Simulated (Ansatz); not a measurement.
Trial structure of B, not yet relaxed:

```
CELL_PARAMETERS angstrom
1.76569 0.00000 0.00000
0.00000 2.09047 0.00000
-0.70628 0.00000 1.92133
ATOMIC_POSITIONS crystal
B 0.00000 0.50000 0.50000
```

Level of theory: Ansatz 0.2.0, DFT PBE, scalar-relativistic, plane waves, PAW. Cutoff 420 eV; k points 10×8×8 on the computed 1-atom cell (Γ-centred); Gaussian smearing, width 0.10 eV; no spin polarisation.

Energies count from the standard state of B at the same level.

Question: What does a single point on this coarse mesh give?

Answer: The pressure is -16.5 GPa (the mean over three directions, positive in compression), the largest force is 0.00 eV/Å (symmetry fixes the atoms), and the energy is +1.09 eV/atom against the standard state. The shortest distance is 1.77 Å.

Question: How much does it gain on relaxing, and where does it end?

Answer: Relaxing gains about 0.38 eV/atom (the start's value is from the coarse mesh, so the gain is rough) in 71 ionic steps and ends at +0.71 eV/atom on the finer mesh. The symmetry goes from P2/m (No. 10) to P6/mmm (No. 191). The volume per atom grows by 43.9 %, from 7.1 to 10.2 Å³. The shortest distance goes from 1.77 Å (B–B) to 1.71 Å (B–B). Conventional cell: a = 1.712 Å, c = 4.021 Å. B has 6 B at 1.71 Å.

The last run used a 36×36×14 mesh (in the run's order of axes) for its 1-atom cell and Gaussian smearing of 0.10 eV. Weakly bound directions are ill-defined at this level, which has no dispersion term. The relaxation can't lower the symmetry of the start. Symmetry constrained the relaxation, so the result can be a saddle point. Another cell of B relaxed alike, in P-3m1, lies 104 meV/atom lower, so this cell isn't the stable form at this level.
